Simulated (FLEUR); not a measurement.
Input of a FLEUR MaX-R8.1 (later development tree) run:

inp.xml

```xml
<?xml version="1.0" encoding="UTF-8" standalone="no"?>
<fleurInput fleurInputVersion="0.39">
   <comment>
      Fe                                                                                                  
   </comment>
   <calculationSetup>
      <cutoffs Kmax="4.76" Gmax="14.7" GmaxXC="14.7" numbands="0"/>
      <scfLoop itmax="100" minDistance="0.0002" maxIterBroyd="50" imix="Anderson" alpha="0.05" precondParam="0.0" spinf="2.0" sdNocoIR="T"/>
      <coreElectrons ctail="T" frcor="F" kcrel="0" coretail_lmax="0"/>
      <xcFunctional name="PBEs" relativisticCorrections="F"/>
      <magnetism jspins="2"/>
      <soc l_soc="F" theta="0.0" phi="0.0" spav="F"/>
      <expertModes spex="0" secvar="F"/>
      <geometryOptimization l_f="F" forcealpha="1.0" forcemix="BFGS" epsdisp="0.00001" epsforce="0.00001"/>
      <ldaU l_linMix="F" mixParam="0.05" spinf="1.0"/>
   </calculationSetup>
   <cell>
      <bzIntegration valenceElectrons="32.0" mode="hist" fermiSmearingEnergy="0.00183747">
         <kPointListSelection listName="default-1"/>
         <!-- k-points included here -->
         <xi:include xmlns:xi="http://www.w3.org/2001/XInclude" href="kpts.xml"> </xi:include>
      </bzIntegration>
      <!-- symmetry operations included here -->
      <xi:include xmlns:xi="http://www.w3.org/2001/XInclude" href="sym.xml"> </xi:include>
      <bulkLattice scale="1.0">
         <bravaisMatrix>
            <row-1>    4.5998911803346623     0.0000000000000000     0.0000000000000000</row-1>
            <row-2>   -2.2999455902618178     3.9836226168433098     0.0000000000000000</row-2>
            <row-3>    0.0000000000000000     0.0000000000000000     7.2602039369602549</row-3>
         </bravaisMatrix>
      </bulkLattice>
   </cell>
   <atomSpecies>
      <species name="Iron (Fe) 3.000" element="Fe" atomicNumber="26">
         <mtSphere radius="2.06" gridPoints="687" logIncrement="0.018"/>
         <atomicCutoffs lmax="8" lnonsphr="8"/>
         <electronConfig flipSpins="F">
            <coreConfig>(1s1/2) (2s1/2) (2p1/2) (2p3/2)</coreConfig>
            <valenceConfig>(3s1/2) (3p1/2) (3p3/2) (4s1/2) (3d3/2) (3d5/2)</valenceConfig>
            <stateOccupation state="(3d3/2)" spinUp="1.5" spinDown="0.9"/>
            <stateOccupation state="(3d5/2)" spinUp="3.0" spinDown="0.6"/>
         </electronConfig>
         <energyParameters s="4" p="4" d="3" f="4"/>
         <ldaU l="2" U="2" J="0.0" l_amf="F"/>
         <lo type="SCLO" l="0" n="3" eDeriv="0"/>
         <lo type="SCLO" l="1" n="3" eDeriv="0"/>
         <lo type="SCLO" l="1" n="3" eDeriv="1"/>
         <lo type="SCLO" l="3" n="4" eDeriv="2"/>
      </species>
   </atomSpecies>
   <atomGroups>
      <atomGroup species="Iron (Fe) 3.000">
         <relPos label="                   1">-1.000/3.000 1.000/3.000 -1.000/4.000</relPos>
         <relPos label="                   2">1.000/3.000 -1.000/3.000 1.000/4.000</relPos>
         <force calculate="T" relaxXYZ="TTT"/>
      </atomGroup>
   </atomGroups>
   <output dos="F" band="F" slice="F">
      <checks vchk="F" cdinf="F"/>
      <bandDOS minEnergy="-.5*Htr" maxEnergy="0.5*Htr" sigma="0.015" storeEVData="T"/>
      <vacuumDOS vacdos="F" integ="F" star="F" nstars="0" locx1="0.0" locy1="0.0" locx2="0.0" locy2="0.0" nstm="0" tworkf="0.0"/>
      <unfoldingBand unfoldBand="F" supercellX="1" supercellY="1" supercellZ="1"/>
      <plotting iplot="0" polar="F">
         <plot TwoD="T" vec1="  1.0  0.0  0.0" vec2="  0.0  1.0  0.0" vec3="  0.0  0.0  1.0" zero="  0.0  0.0  0.0" file="plot"/>
      </plotting>
      <chargeDensitySlicing numkpt="0" minEigenval="0.0" maxEigenval="0.0" nnne="0" pallst="F"/>
      <specialOutput eonly="F"/>
      <moessbauerParams electricFieldGradient="T" isomerShift="T" coreHyperfine="T" valenceHyperfine="T"/>
      <magneticCircularDichroism mcd="F" energyLo="-10.0" energyUp="0.0"/>
   </output>
  <!-- We include the file relax.xml here to enable relaxations (see documentation) -->
  <xi:include xmlns:xi="http://www.w3.org/2001/XInclude" href="relax.xml"> <xi:fallback/> </xi:include>
</fleurInput>
```

Contents of crystal.txt:

```
Fe
&input cartesian=F /
2.4341575853  0.0000000000  0.0000000000
-1.2170787927  2.1080423057  0.0000000000
0.0000000000  0.0000000000  3.8419344700
1.8897261246
1.0 1.0 1.0

2
26 0.6666666666  0.3333333332  0.7500000000 : 3.000
26 0.3333333332  0.6666666666  0.2500000000 : 3.000

&kpt div1=10 div2=10 div3=6 gamma=T /
```

Potentials or basis: all-electron, FLAPW.

Run with:

```bash
$ inpgen -f crystal.txt -profile fastHighL
$ # inp.xml edited to the form shown
$ fleur_MPI
```

Predict the site moments.

Fe +2.68 μB.

Estimate the band gap on the k mesh.

none (metal or under the smearing width).

Estimate the net moment.

5.31 μB per cell.

Eigenvalues of the final occupation matrices:
| site | spin | trace | eigenvalues |
| --- | --- | --- | --- |
| atom type 1 | 1 | 4.28 | 0.84 0.86 0.86 0.86 0.86 |
| atom type 1 | 2 | 1.58 | 0.29 0.29 0.30 0.30 0.40 |

Caveat: the U is typed as a test and isn't derived for this compound. The state reached can hang on the start; a lower one may exist.
